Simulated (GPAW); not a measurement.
## Fitting the PBEsol energy curve of Au

Symmetry: Im-3m, No. 229, cubic system. The conventional cell has a = 3.315 Å, b = 3.315 Å, c = 3.315 Å, α = 90.00°, β = 90.00°, γ = 90.00°. Au (site symmetry m-3m) has 8 Au at 2.87 Å as nearest neighbours.

This isn't the form of Au at room conditions, which is fcc.

The cell was scaled at fixed shape and fractions and run with GPAW, PAW data sets generated for this functional, cutoff 600 eV; PBEsol, k mesh 11 × 11 × 11 on the cell of 1 atom, fermi-dirac occupations of 0.05 eV, no spin polarisation, no spin-orbit coupling. Energies are those that the program minimises, any entropy of the smearing included. For a metal such a mesh isn't converged to the digits shown.

| V (Å³/atom) | energy over the lowest row (meV/atom) |
| --- | --- |
| 17.1146 | 1.90 |
| 17.4787 | 0.00 |
| 17.8429 | 5.73 |
| 18.2070 | 17.99 |
| 18.5712 | ? |
| 18.9353 | 58.77 |
| 19.2994 | 85.88 |

Fit the third-order Birch-Murnaghan form, give V0, B0 and B′, and predict the energy left open.

With y = (V0/V)^(2/3), E = E0 + (9 V0 B0/16) [(y - 1)³ B′ + (y - 1)² (6 - 4y)]. Least squares through the rows shown give V0 = 17.3799 Å³/atom, E0 = -0.27 meV, B0 = 165.0 GPa (1 eV/Å³ = 160.218 GPa) and B′ = 5.77, with a largest miss of 0.02 meV. At V = 18.5712 the form with these constants gives 35.93 meV; the run gave 35.92 meV an atom.
